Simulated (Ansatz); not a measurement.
**C: vacancy migration on the C sublattice**

The calculation used DFT PBE, scalar-relativistic, plane waves, PAW in Ansatz 0.2.0. The runs took a 420 eV cutoff, a Γ-centred 6×6×6 mesh and Gaussian smearing (0.05 eV). No spin polarisation.

The perfect supercell:

```xyz
16
Lattice="1.2558 -2.1751 4.1804 1.2558 -2.1751 -4.1804 2.5116 4.3502 0.0000" Properties=species:S:1:pos:R:3 pbc="T T T"
C     1.2558   -0.7250    0.2622
C     2.5116   -2.9001    0.2622
C     2.5116    1.4501    0.2622
C     3.7673   -0.7250    0.2622
C     2.5116   -1.4501    2.3524
C     2.5116   -1.4501   -1.8279
C     3.7673    0.7250    2.3524
C     3.7673    0.7250   -1.8279
C     1.2558   -0.7250    1.8279
C     1.2558   -0.7250   -2.3524
C     2.5116    1.4501    1.8279
C     2.5116    1.4501   -2.3524
C     1.2558    0.7250   -0.2622
C     2.5116   -1.4501   -0.2622
C     2.5116    2.9001   -0.2622
C     3.7673    0.7250   -0.2622
```

Atom 1 (C) is removed, leaving a vacancy without charge, and atom 15 jumps 1.54 Å into it. The vacancy and the half-way point are each relaxed at fixed cell, keeping their symmetry. The supercell is small. The vacancy cell reads metallic on the mesh, and any unpaired electron is treated without spin.

(1) How high does the half-way point lie?

## Answers

(1) 3.31 eV above the relaxed vacancy, with the jumping atom 0.00 Å off the straight line, where the cell's symmetry pins it, so a bent path, which could be lower, wasn't tried. This is the barrier if that point is a first-order saddle, which wasn't checked.

Cost: 2 runs of about 7.9 core-minutes in all, on AMD EPYC 7R43 (Zen 3) (shared hosts).